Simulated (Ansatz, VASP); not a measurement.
Be in VASP and in Ansatz

The input INCAR:

```
SYSTEM = Be
  ALGO = Normal
  EDIFF = 1E-7
  ENCUT = 520
  GGA = PS
  ISIF = 2
  ISMEAR = 0
  LASPH = .TRUE.
  LCHARG = .FALSE.
  LREAL = .FALSE.
  LWAVE = .FALSE.
  NBANDS = 9
  NELM = 100
  PREC = Accurate
  SIGMA = 0.15
```

KPOINTS

```
k-points
0
G
  24 24 14
  0 0 0
```

File POSCAR:

```
Be
1.0
    2.2420144353      0.0000000000      0.0000000000
   -1.1210072177      1.9416414566      0.0000000000
    0.0000000000      0.0000000000      3.6909225000
Be
2
Direct
    0.3333333333      0.6666666667      0.2500000000
    0.6666666667      0.3333333333      0.7500000000
```

Input for Ansatz:

```yaml
crystal:
  lattice:
    - [2.2420144353, 0.0, 0.0]
    - [-1.1210072177, 1.9416414566, 0.0]
    - [0.0, 0.0, 3.6909225]
  atoms:
    - { symbol: Be, position: [0.3333333333, 0.6666666667, 0.25] }
    - { symbol: Be, position: [0.6666666667, 0.3333333333, 0.75] }
basis:
  ecutwfc: 420
kpoints:
  mp_grid: { grid: [24, 24, 14] }
hamiltonian:
  xc: pbesol
scf:
  occupations: { method: gaussian, width: 0.15 }
output:
  forces: true
  stress: true
  eigenvalues: true
  write_density: true
  write_potential: true
  elf: true
  volumetric_format: npy
```

Change from the starting cell: strain -0.025 along x and y, +0.025 along z, atoms carried along.

Alike in both runs: task single point; functional PBEsol; k mesh 24 × 24 × 14; occupations gaussian, width 0.15 eV; no spin polarisation.

```csv
,VASP,Ansatz
version,VASP 6.6.1,Ansatz 0.2.0
potentials or method,"VASP PAW PBE potentials, release 64 (Be)","scalar-relativistic, plane waves, PAW"
plane-wave cutoff (eV),520,420
valence electrons in the cell,4,4
```

|  | VASP | Ansatz | Ansatz less VASP |
| --- | --- | --- | --- |
| gap on the k mesh at the Fermi level (eV) | none | none | - |
| pressure (GPa) | -2.8 | -3.2 | -0.35 |
| largest component of the traceless stress (GPa) | 10.21 | 10.22 | +0.014 |

A gap of «none» marks a metal or a gap that the smearing closes.

Caveats: the PAW data sets were made with another functional, which shifts forces and pressure a little (VASP).
